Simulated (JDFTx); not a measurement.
# Tb under changes of volume

One of the cells (32.482 Å³/atom); the others are scaled copies at fixed shape and fractional positions:

```xyz
1
Lattice="-2.0100 2.0100 2.0100 2.0100 -2.0100 2.0100 2.0100 2.0100 -2.0100" Properties=species:S:1:pos:R:3 pbc="T T T"
Tb    0.0000    0.0000    0.0000
```

This isn't the form of Tb at room conditions, which is hcp.

```yaml
Program: JDFTx 1.7.0 (patched build)
Functional: PBE
Potentials_or_basis: PseudoDojo-SR-PBE-0.4 3+ lanthanide files with smoothed tails
Cutoff: 680 eV
Density_cutoff: 2721 eV
k_mesh: 9 × 9 × 9
Occupations: fermi-dirac, width 0.05 eV
Spin: no spin polarisation
```

```tsv
volume (Å³/atom)	energy over the lowest point (meV/atom)	pressure (GPa)
30.533	10.56	2.2
31.183	3.47	1.3
31.833	0.03	0.4
32.482	0.00	-0.4
33.132	?	?
33.782	9.15	-1.8
34.431	17.84	-2.4
```

Q: What does the run at 33.132 Å³/atom give?

A: Energy over the lowest point 3.12 meV/atom; pressure -1.1 GPa.

Worked out: A Birch-Murnaghan fit of order 3 (a polynomial in V^(-2/3)) to the other rows has its minimum at 32.16 Å³/atom with B0 = V·E''(V) = 40 GPa and B' = 2.9. It gives 3.12 meV/atom at 33.132 Å³/atom, against the run's 3.12, and -dE/dV = -1.1 GPa, against -1.1.

Energies are extrapolated to zero smearing.
